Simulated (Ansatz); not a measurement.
Crystal: GaCuSe2.

```
Se Ga Cu
1.0
    -2.80955    2.80955    5.51300
     2.80955   -2.80955    5.51300
     2.80955    2.80955   -5.51300
Se Ga Cu
4 2 2
Cartesian
  1.4048 -1.4013 4.1348
  1.4013 1.4048 6.8913
  1.4048 4.2108 -1.3783
  1.4083 1.4048 1.3783
  2.8096 0.0000 2.7565
  0.0000 0.0000 5.5130
  0.0000 2.8096 2.7565
  0.0000 0.0000 0.0000
```

Base run:

| Item | Value |
| --- | --- |
| Program | Ansatz 0.2.0 |
| Functional | BLYP |
| Potentials or basis | Ansatz PAW |
| Cutoff | 420 eV |
| Density cutoff | 1680 eV |
| k mesh | 7 × 7 × 7 |
| Occupations | fermi-dirac, width 0.05 eV |
| Spin | no spin polarisation |

Its results: band gap on the k mesh 0.20 eV, direct; pressure 6.8 GPa; largest force 0.366 eV/Å.

Q: After a change of settings the same cell gave: band gap on the k mesh 0.33 eV, direct; pressure 5.1 GPa; largest force 0.358 eV/Å. Which change was it?
A. functional from BLYP to PBE
B. functional from BLYP to RPBE
C. functional from BLYP to LDA
D. functional from BLYP to PBEsol

A: B.

Caveats: the potentials were made for another functional, which shifts forces and pressure; the PAW data sets come from PBE, with cores solved anew for the run's functional, which leaves a small shift of forces and pressure.

Not every run made on this cell is shown here.
